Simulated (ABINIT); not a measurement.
Crystal: HfN.

```
Hf N
1.0
     0.00000    2.25600    2.25600
     2.25600    0.00000    2.25600
     2.25600    2.25600    0.00000
Hf N
1 1
Direct
  0.00000 0.00000 0.00000
  0.50000 0.50000 0.50000
```

Base run:

| Property | Result |
| --- | --- |
| Program | ABINIT 10.8.3 (patched build) |
| Functional | PBEsol |
| Potentials or basis | JTH PAW PBE v2.0 |
| Cutoff | 707 eV |
| k mesh | 10 × 10 × 10 |
| Occupations | fermi-dirac, width 0.05 eV |
| Spin | spin-orbit coupling, no magnetisation |

Its results: band gap on the k mesh none (metal or under the smearing width); pressure -3.1 GPa.

Task: After a change of settings the same cell gave: band gap on the k mesh none (metal or under the smearing width); pressure -4.8 GPa. Which change was it?
A. functional from PBEsol to SOGGA
B. functional from PBEsol to PW91
C. functional from PBEsol to revPBE
D. potentials or basis from JTH PAW PBE v2.0 to PseudoDojo NC SR PBEsol v0.4.1 standard; cutoff from 707 eV to 1143 eV; spin from spin-orbit coupling, no magnetisation to no spin polarisation

Result: A.

Caveats: the PAW data sets were made with another functional, which shifts forces and pressure a little.

Runs at the PBE level aren't shown here.
